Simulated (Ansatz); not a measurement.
# ZrC: the cost of one run

Computed with Ansatz 0.2.0, driven from Python. The levels of theory stand in the script.

The COD entry's cell or inner coordinates are ideal or old and differ from later refinements, so a difference from it is no clean test against experiment.

## 1. The structure

It takes space group Fm-3m (No. 225, cubic). The conventional cell has a = 4.730 Å, b = 4.730 Å, c = 4.730 Å, α = 90.00°, β = 90.00°, γ = 90.00°. Zr (site symmetry m-3m) has 6 C at 2.37 Å as nearest neighbours. C (site symmetry m-3m) is surrounded by 6 Zr at 2.37 Å.

The script reads zrc.cif:

```cif
data_ZrC
_cell_length_a 3.344615
_cell_length_b 3.344615
_cell_length_c 3.344615
_cell_angle_alpha 60.00000
_cell_angle_beta 60.00000
_cell_angle_gamma 60.00000
_symmetry_space_group_name_H-M 'P 1'
_symmetry_Int_Tables_number 1
loop_
_symmetry_equiv_pos_as_xyz
'x, y, z'
loop_
_atom_site_label
_atom_site_type_symbol
_atom_site_fract_x
_atom_site_fract_y
_atom_site_fract_z
Zr1 Zr    0.500000    0.500000    0.500000
C2 C    0.000000    0.000000    0.000000
```

## 2. The script

Input file zrc.py:

```python
"""Relaxed cell of ZrC under several functionals."""

import warnings

import ansatz as az
from ase.io import read
import numpy as np

def edges_and_angles(cell):
    cell = np.asarray(cell)
    a, b, c = np.linalg.norm(cell, axis=1)
    cosines = cell[1] @ cell[2] / (b * c), cell[0] @ cell[2] / (a * c), cell[0] @ cell[1] / (a * b)
    return (a, b, c, *np.degrees(np.arccos(cosines)))

warnings.simplefilter("ignore", az.DeckWarning)

atoms = read("zrc.cif")
structure = az.Crystal.from_ase(atoms)

calculation = (
    structure.calculation()
    .basis(630)
    .accuracy("medium")  # preset for grids and thresholds
    .kpoints(7, 7, 7, center="monkhorst-pack")  # sampling of the Brillouin zone
    .occupations("cold", width=0.01)  # fractional filling near the Fermi level
    .scf(max_iterations=80, extra_bands=6)
    .relax(cell=True, force_tolerance=0.1, max_displacement=0.05)  # relax until the tolerances are met
)

levels = [("pbe", "d3bj"), ("pbe", "d4"), ("pbe", "none"), ("revpbe", "d3bj")]
print("level            a       b       c    alpha   beta  gamma  V/atom  steps")
for name, dispersion in levels:
    seen = []
    run = calculation.functional(name, dispersion=dispersion).session().plan()
    result = run.execute(on_event=lambda e: seen.append(e) if e["event"] == "relax_step" else None)
    cell = result.lattice.cell_ang
    label = name if dispersion == "none" else f"{name}+{dispersion}"
    print("{:13s} {:7.4f} {:7.4f} {:7.4f} {:6.2f} {:6.2f} {:6.2f}".format(label, *edges_and_angles(cell)), f"{abs(np.linalg.det(cell)) / len(result.lattice.sites):7.3f} {len(seen):5d}")
```

## 3. The calls as engine input

The package turns the script's settings into the engine's input (first run):

```yaml
crystal:
  lattice:
    - [3.344615, 0.0, 0.0]
    - [1.6723075000000005, 2.8965215558784903, 0.0]
    - [1.6723075000000005, 0.9655071852928303, 2.730866712019586]
  atoms:
    - { symbol: Zr, position: [0.5000000000000001, 0.49999999999999994, 0.5] }
    - { symbol: C, position: [0.0, 0.0, 0.0] }
accuracy: medium
basis:
  ecutwfc: 630.0
kpoints:
  mp_grid:
    grid: [7, 7, 7]
    shift: [0.0, 0.0, 0.0]
hamiltonian:
  xc: pbe
  dispersion: d3bj
scf:
  max_iter: 80
  n_extra_bands: 6
  occupations:
    method: cold
    width: 0.01
relax:
  f_tol: 0.1
  max_displacement: 0.05
  cell: {}
```

## 4. Running it

On the command line:

```bash
> python zrc.py
```

**Question.** How long does this script take on 1 thread of Intel Xeon Platinum 8488C (Sapphire Rapids), shared host, and how much memory does it need?

About 16 s, with a peak of 0.48 GiB.
